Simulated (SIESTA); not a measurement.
# HgSe: equation of state with PBE

Crystal: HgSe.

```xyz
2
Lattice="0.0000 3.0390 3.0390 3.0390 0.0000 3.0390 3.0390 3.0390 0.0000" Properties=species:S:1:pos:R:3 pbc="T T T"
Hg    0.0000    0.0000    0.0000
Se    4.5585    4.5585    4.5585
```

```json
{"Program": "SIESTA 5.4.2", "Task": "equation of state", "Functional": "PBE", "Potentials or basis": "PseudoDojo 0.4 standard (PBE files)", "Basis": "DZP (energy shift 0.002 Ry)", "Grid cutoff": "800 Ry", "Energy shift": "0.002 Ry", "k mesh": "8 × 8 × 8", "Occupations": "fermi-dirac, width 0.05 eV", "Spin": "no spin polarisation"}
```

```
Equilibrium volume : 31.74 Å³/atom (rough: see the caveat)
Bulk modulus       : 36 GPa (rough)
```

Energy against volume, from the lowest point:
```tsv
volume (Å³/atom)	energy (meV/atom)
26.383	140.50
26.944	103.56
27.505	72.70
28.067	47.54
28.628	27.65
29.189	11.76
29.751	0.00
```

All runs of the series together: 6.3 min on 1 thread of Intel(R) Xeon(R) Processor @ 2.50GHz (Skylake/Cascade Lake), with other jobs on the host.

Caveat: the minimum lies outside the volumes run; semicore shells carry a single zeta, which can move pressures by several GPa and volumes by a few percent; the basis of atomic orbitals isn't converged, which shifts pressures, moduli and gaps. The run has no spin-orbit coupling, so splittings on Hg are missing.
